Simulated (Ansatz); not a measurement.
Bulk crystal (TiPbO₃) after relaxation:

```cif
data_structure
_symmetry_space_group_name_H-M 'Pm-3m'
_symmetry_Int_Tables_number 221
_cell_length_a 3.9193
_cell_length_b 3.9193
_cell_length_c 3.9193
_cell_angle_alpha 90.000
_cell_angle_beta 90.000
_cell_angle_gamma 90.000
_cell_volume 60.21
loop_
_atom_site_label
_atom_site_type_symbol
_atom_site_symmetry_multiplicity
_atom_site_Wyckoff_symbol
_atom_site_fract_x
_atom_site_fract_y
_atom_site_fract_z
_atom_site_occupancy
Pb1 Pb 1 a 0.00000 0.00000 0.00000 1
Ti1 Ti 1 b 0.50000 0.50000 0.50000 1
O1 O 3 c 0.00000 0.50000 0.50000 1
```

Miller indices refer to the conventional cell of Pm-3m (No. 221), a = 3.919 Å, b = 3.919 Å, c = 3.919 Å, α = 90.00°, β = 90.00°, γ = 90.00°. The bulk's gap is 1.57 eV.

The (111) slab of 11 planes, 11.3 Å thick with 15 Å of vacuum as cut; outer planes Ti (top) and Ti (bottom).

The calculation used Ansatz, DFT PBEsol, scalar-relativistic, plane waves, PAW. Plane waves to 420 eV, a k mesh through Γ of 6×6×1 on the computed 26-atom cell and Gaussian smearing (0.05 eV); no spin polarisation. A dipole correction removes the field between periodic images along c.

The slab isn't stoichiometric (Ti6Pb5O15), so its surface energy depends on the chemical potentials; it is given with the excess atoms taken from the elements' standard states. The bulk is an insulator but this unreconstructed slab is metallic: the cut is polar, off stoichiometry or leaves dangling bonds, and a real surface would compensate by reconstruction, vacancies or adsorbates.

With the atoms at the bulk's places:

```json
{
  "Surface energy in the limit rich in the excess atoms' elements": "1.95 J/m²",
  "Gap of the slab on the mesh": "none (metal or semimetal)",
  "Work function": "3.63 eV",
  "Bulk valence band top under the vacuum level": "5.13 eV",
  "Bulk conduction band bottom under the vacuum level": "3.56 eV"
}
```

Task: What changes when all atoms relax?

Result: The energy falls by 0.866 J/m² a face, and the largest move is 0.31 Å.

```yaml
Surface_energy_in_the_limit_rich_in_the_excess_atoms'_elements: 1.08 J/m²
Gap_of_the_slab_on_the_mesh: none (metal or semimetal)
Work_function: 3.34 eV
Bulk_valence_band_top_under_the_vacuum_level: 5.88 eV
Bulk_conduction_band_bottom_under_the_vacuum_level: 4.31 eV
```

```tsv
plane (bottom to top)	atoms	spacing to next, bulk (Å)	relaxed (Å)	change (%)	rumpling (Å)
1	Ti	1.131	0.736	-34.9	0.000
2	PbO3	1.131	1.161	+2.6	0.381
3	Ti	1.131	1.144	+1.1	0.000
4	PbO3	1.131	1.152	+1.8	0.273
5	Ti	1.131	1.149	+1.6	0.000
6	PbO3	1.131	1.149	+1.6	0.000
7	Ti	1.131	1.152	+1.8	0.000
8	PbO3	1.131	1.144	+1.1	0.273
9	Ti	1.131	1.161	+2.6	0.000
10	PbO3	1.131	0.736	-34.9	0.381
11	Ti				0.000
```

A polar slab this thin has no middle like the bulk, so its surface energy and work functions can be far off.

Spin-orbit coupling is left out, which matters for the bands of heavy elements. Spin polarisation was left out, and a magnetic state may lie lower.

The top two spacings change in opposite senses (-34.9 and +2.6 %).
